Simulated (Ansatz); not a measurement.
V:

```
V
1.0
     2.60429    0.00000    0.00000
    -1.30215    2.25538    0.00000
     0.00000    0.00000    4.72334
V
2
Direct
  0.33333 0.66667 0.25000
  0.66667 0.33333 0.75000
```

This isn't the form of V at room conditions, which is bcc.

A run of Ansatz 0.2.0 on this cell left the log below. Logs are shortened: lines on timing, memory, paths and dates and some standing lists are left out, and cuts for length are marked.

```text
Warning: output.stress: scf.convergence.dr2_threshold = 1e-7 eV (the SCF's general default) is looser than the 2e-10 eV advised for a printed stress (1e-10 eV for each atom of the cell: 2). What an SCF threshold leaves in a stress goes as its square root, and in the free energy as the threshold itself, and one threshold admits the most on a small cell: of the crystals measured, under no hybrid functional and no lock of the moments, on runs that ended without the residual-converged pass, on stresses that held no estimate of that error, the worst erred by over 100 MPa in a component at 1e-7 eV an atom and by under 5 at 1e-10. Set scf.convergence.dr2_threshold to 2e-10 eV or tighter. The threshold is an SCF's pass mark: one that does not reach it within its budget of iterations ends unconverged, or closes short of it on a stop that the run arms, and scf.convergence.dr2_threshold's page says what that costs each kind of run
Warning: RAYON_NUM_THREADS=2 ignored (pool sized by the plan → 2); use --threads N
Engine: ansatz 0.2.0, aarch64-unknown-linux-gnu
Pseudopotentials: kind: paw
Pseudopotential: V, paw, valence charge 13, recommended cutoff 420 eV (normal), V.paw.azcp
Functional definition: PBE
  parameter kappa = 0.804
  parameter beta = 0.06672455060314922
  exchange = pbe_x(kappa = kappa, mu = beta*pi^2/3)
  correlation = pbe_c(beta = beta)
Crystal: 2 atoms, lattice volume = 27.743 Å³
Basis set: ecut = 420 eV, 561 PW (Γ), exchange–correlation on 36×36×64 points (8 copies of the dense FFT grid, shifted against one another)
Bands: 20, of which v1, the nominal top of the filled ones, is band 13 counted from 1 (12 counted from 0)
Symmetry: 24 space group operations
Space group: P63/mmc (ITA 194), of the structure as read, at distance tolerance 3.0e-5 Å
Magnetic group: BNS 194.263 (UNI 1493), of the structure as read, at distance tolerance 3.0e-5 Å
k-points: 42 of 500
Non-local potential: V, projectors of the file, l = 0: 3, l = 1: 2, l = 2: 3, l = 3: 1
PAW form: soft (Blöchl's): semilocal exchange-correlation on the pseudo side does not see the compensation charge
PAW one-centre angular grid: V, 590 points (default); XC on 64 Gauss nodes
Initial density: superposition of atomic densities (chi_scale 0.1, normalization cell)
Starting moments: Σ|m| = 6 μB on 2 of 2 sites
Initial wavefunctions: pseudopotential atomic-orbital guess
Functional: x = pbe(κ = 0.804, μ = 0.2195149727645171), c = pbe(β = 0.06672455060314922)
[... 11 lines left out ...]
  greatest PAW one-centre occupation: 1.000 electrons in one spin orbital (limit 2), on the V atom at site 1 (counted from 0), in its partial waves of l = 0
SCF converged after 8 iterations
Stability checked in part: among states of this total moment the steps that led to this state did not find it unstable. No probe was made; neither looks for a lower state of another moment (fixed_total_moment; see scf.lower_state_search)
Magnetization: 6.0000 μB (16.0000 up, 10.0000 down)
Absolute magnetization: 6.0000 μB (∫|ρ↑−ρ↓|, with the PAW one-centre terms)
Spin contamination: 0.0024 ħ² per cell (⟨S²⟩ above its minimum at these occupations)
Per-site moments (μB) at R_I (Å): [(2.3907574565874143, 1.0742713173484604), (2.390757456587415, 1.0742713173484604)]
Free energy (F): -5821.604006 eV
Harris-Foulkes:  -5821.604006 eV  (|F-HF|=5.66e-9)
Internal energy: -5821.587316 eV  (E = F + TS)
E sigma→0 (E₀):  -5821.595661 eV
Entropy (-TS):   -0.016690 eV (-8.345 meV/atom)
Fermi energy:    16.772696 (↑ 17.863120, ↓ 15.682272) eV
--- Per-component energies (eV) ---
  E_band       = -284.989415
  E_kinetic    = 677.922351
  E_local      = -1863.907409  (includes V_loc(G=0)·N_el)
  E_nonlocal   = -81.647685
  E_hartree    = 859.410438
  E_xc         = -261.286639
  E_vxc        = -331.373201  (∫ρ·V_xc dr)
  E_paw        = -2231.866467  (= ΣΔE_a)
  E_vpaw       = -404.805966  (= ΣTr[D̂ρ^β])
  E_aug_tail   = 0.000541  (compensation charges beyond the density's cutoff)
  E_ewald      = -2920.212446
  E_smearing   = -0.016690  (= −TS)
  E_closure    = -0.000000  (closes the sum)
  Σ components = -5821.604006   (vs F -5821.604006, Δ=0.00e0)
--- Forces (eV/Å), atoms counted from 1 ---
  atom   1  V     -0.00000000     0.00000000     0.00000000
  atom   2  V      0.00000000    -0.00000000    -0.00000000
  max |Σ_I F_I| component: 4.63e-18 eV/Å
--- Stress (GPa, compression-positive) ---
       48.694905       0.000000       0.000000
        0.000000      48.694905      -0.000000
        0.000000      -0.000000      11.167625
  P = ⅓ Tr σ = 36.1858 GPa (361.858 kbar)
--- Band table (eV; the first three rows and the last of 84) ---
  k-point 0 ↑: bands = ["-47.9531", "-47.8428", "-22.0525", "-21.3925", "-21.3464", "-21.3464", "-21.2873", "-21.2873", "8.6842", "12.0514", "15.1689", "15.4656", "16.0717", "16.0717", "16.3865", "16.3865", "17.7605", "17.7605", "18.8574", "18.8574"]
  k-point 1 ↑: bands = ["-47.9427", "-47.8534", "-21.9913", "-21.4575", "-21.3408", "-21.3408", "-21.2930", "-21.2930", "8.9997", "11.8211", "15.0544", "15.0640", "16.0566", "16.0566", "16.3183", "16.3183", "17.9176", "17.9176", "18.8011", "18.8011"]
  k-point 2 ↑: bands = ["-47.9153", "-47.8812", "-21.8294", "-21.6255", "-21.3260", "-21.3260", "-21.3078", "-21.3078", "9.8663", "10.9954", "14.6932", "14.8044", "16.0734", "16.0734", "16.1768", "16.1768", "18.2678", "18.2678", "18.6037", "18.6037"]
  k-point 41 ↓: bands = ["-45.4234", "-45.4190", "-19.7624", "-19.7520", "-19.5891", "-19.5564", "-19.2658", "-19.2434", "15.5826", "15.7586", "16.4352", "16.6686", "17.2509", "17.4449", "18.8346", "19.2826", "20.9649", "21.2452", "24.8806", "25.4134"]
```

Problem. What input gives this log?

Solution. Single point with PBE, collinear spin, ferromagnetic start. The files as run (others can give the same):

input.yaml
```yaml
crystal:
  lattice:
    - [2.6042941027, 0.0, 0.0]
    - [-1.3021470513, 2.2553848518, 0.0]
    - [0.0, 0.0, 4.723336]
  atoms:
    - { symbol: V, position: [0.3333333333, 0.6666666667, 0.25], spin: 3.0 }
    - { symbol: V, position: [0.6666666667, 0.3333333333, 0.75], spin: 3.0 }
hamiltonian:
  xc: pbe
  pseudopotentials: { kind: paw }
magnetization:
  spin_polarized: true
  initial_magnetization: 6.0
  spin_locking: { lock_magnetization: hard }
kpoints:
  mp_grid: { grid: [10, 10, 5] }
scf:
  occupations: { method: fermi_dirac, width: 0.05 }
  lower_state_search: "off"
output:
  forces: true
  stress: true
  eigenvalues: true
```

Potentials or basis: Ansatz PAW.
The run is started by
```sh
$ ansatz run input.yaml --threads 2 --pin off --max-ram 5632MiB --backend cpu --events-out ev --progress --plain --runs-dir out
```

Caveat: a pressure of tens of GPa on the cell as given is suspect, and the run, the potentials or the cell itself is likely at fault; the total moment is fixed, so each spin has its own Fermi level; the thresholds are loose for stress.
